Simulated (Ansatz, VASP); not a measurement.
# One calculation of MgO, two programs

```
CELL_PARAMETERS angstrom
0.00000 2.10211 2.10211
2.10211 0.00000 2.10211
2.10211 2.10211 0.00000
ATOMIC_POSITIONS crystal
Mg 0.00000 0.00000 0.00000
O 0.50000 0.50000 0.50000
```

Alike in both runs: functional r2SCAN; k mesh 10 × 10 × 10; occupations gaussian, width 0.02 eV; no spin polarisation.

Ansatz relaxed the structure, and its values are those at the end. VASP's run is a single point on that final structure, the one shown.

|  | VASP | Ansatz |
| --- | --- | --- |
| version | VASP 6.6.1 | Ansatz 0.2.0 |
| potentials or method | VASP PAW PBE potentials, release 64 (Mg, O) | scalar-relativistic, plane waves, PAW |
| plane-wave cutoff (eV) | 520 | 500 |
| valence electrons in the cell | 8 | 16 |

Ansatz gave:

```
gap on the k mesh at the Fermi level (eV) : 5.69
least direct gap on the mesh (eV)         : 5.69
pressure (GPa)                            : 0.0
```

Q: What did VASP give for the same quantities?

A: gap on the k mesh at the Fermi level (eV): 5.66; least direct gap on the mesh (eV): 5.66; pressure (GPa): -1.1.

The two sets of potentials don't hold the same shells in valence.

Caveats: the PAW data sets were made with another functional, which shifts forces and pressure a little (VASP). r2SCAN opens gaps a little over a GGA but as a rule still falls short of measured ones.
